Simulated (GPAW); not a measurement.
Runs of GPAW 26.7.0 on Hf. The structure is hexagonal, space group P6_3/mmc (No. 194). Conventional cell: a = 3.197 Å, b = 3.197 Å, c = 5.058 Å, α = 90.00°, β = 90.00°, γ = 120.00°. Hf (site symmetry -6m2) is surrounded by 12 Hf at 3.13 to 3.20 Å. 

| level | potentials or basis | eigensolver | gap on the mesh (eV) | pressure (GPa) |
| --- | --- | --- | --- | --- |
| vdW-DF2 | GPAW PAW data sets (gpaw-data 1.2.1), pw | - | none | - |
| TPSS | GPAW PAW data sets (gpaw-data 1.2.1), pw | davidson | none | (b) |
| RPBE | the program's PAW data sets (release 1.2.1) made for this functional, pw | - | none | (a) |
| LDA | the program's PAW data sets (release 1.2.1) made for this functional, pw | - | none | -7.5 |
| PW91 | PAW data sets generated in the run's folder for this functional, pw | - | none | 0.3 |
| BLYP | PAW data sets generated in the run's folder for this functional, pw | davidson | none | 3.5 |
| PBE | GPAW PAW data sets (gpaw-data 1.2.1), pw | - | none | 0.9 |
| PBEsol | PAW data sets generated in the run's folder for this functional, pw | - | none | -3.5 |
| SCAN | GPAW PAW data sets (gpaw-data 1.2.1), pw | - | none | -3.6 |

Alike in all rows: task single point; no spin polarisation; cell as given; k mesh 10 × 10 × 5; cutoff (eV) 600; smearing fermi-dirac 0.05 eV.

Question: Estimate the missing entries.

Answer: (a) 3.8; (b) -1.6.

Caveats: the PAW data sets were made with another functional, which shifts forces and pressure a little (some runs).

A k mesh can miss the band edges, and the runs leave out spin-orbit coupling on Hf.

A gap of «none» marks a metal or a gap under the smearing width.
